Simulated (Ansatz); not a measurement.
The system is W.

```
W
1.0
    -1.58234    1.58234    1.58234
     1.58234   -1.58234    1.58234
     1.58234    1.58234   -1.58234
W
1
Direct
  0.00000 0.00000 0.00000
```

```yaml
Program: Ansatz 0.2.0
Task: relaxation of cell and atoms
Functional: PBE
Potentials_or_basis: Ansatz PAW
Cutoff: "420 eV (not typed: the program's choice for these potentials)"
k_mesh: 12 × 12 × 12
Occupations: fermi-dirac, width 0.05 eV
Spin: no spin polarisation
```

At the start: volume 15.85 Å³/atom.

Q: How do energy, volume and symmetry change on relaxing?

A: It ends after 4 steps and the volume is 16.15 Å³/atom (+1.9 %); space group Im-3m (No. 229, to 0.05 Å).

Step by step:
```csv
step,energy change (eV),largest force (eV/Å),volume (Å³)
1,0.0000,0.0000,15.85
2,-0.0052,0.0000,16.17
3,-0.0052,0.0000,16.15
4,-0.0054,0.0000,16.15
```

Final structure:
```
CELL_PARAMETERS angstrom
-1.59224 1.59224 1.59224
1.59224 -1.59224 1.59224
1.59224 1.59224 -1.59224
ATOMIC_POSITIONS crystal
W 0.00000 0.00000 0.00000
```

Caveat: the plane-wave basis is chosen anew once the cell has moved, so the energies of steps on either side of that aren't comparable.
